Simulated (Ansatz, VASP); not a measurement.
# One calculation of Cu, two programs

```xyz
1
Lattice="0.0000 1.7244 1.7244 1.7244 0.0000 1.7244 1.7244 1.7244 0.0000" Properties=species:S:1:pos:R:3 pbc="T T T"
Cu    0.0000    0.0000    0.0000
```

Alike in both runs: functional PBEsol; k mesh 20 × 20 × 20; occupations gaussian, width 0.1 eV; no spin polarisation.

Ansatz relaxed the structure, and its values are those at the end. VASP's run is a single point on that final structure, the one shown.

|  | VASP | Ansatz |
| --- | --- | --- |
| version | VASP 6.6.1 | Ansatz 0.2.0 |
| potentials or method | VASP PAW PBE potentials, release 64 (Cu) | scalar-relativistic, plane waves, PAW |
| plane-wave cutoff (eV) | 520 | 420 |
| valence electrons in the cell | 11 | 19 |

Ansatz gave:

```
gap on the k mesh at the Fermi level (eV) : none
pressure (GPa)                            : 21.1
```

Estimate VASP's values.

gap on the k mesh at the Fermi level (eV): none; pressure (GPa): 21.8.

A gap of «none» marks a metal or a gap that the smearing closes. The functional is the same, so the differences come from potentials, cutoffs and numerics. The two sets of potentials don't hold the same shells in valence.

Caveats: so large a pressure means that the cell lies far from this level's equilibrium, or that cutoff or potentials fall short (VASP); the potentials were made for another functional, which shifts forces and pressure (VASP).
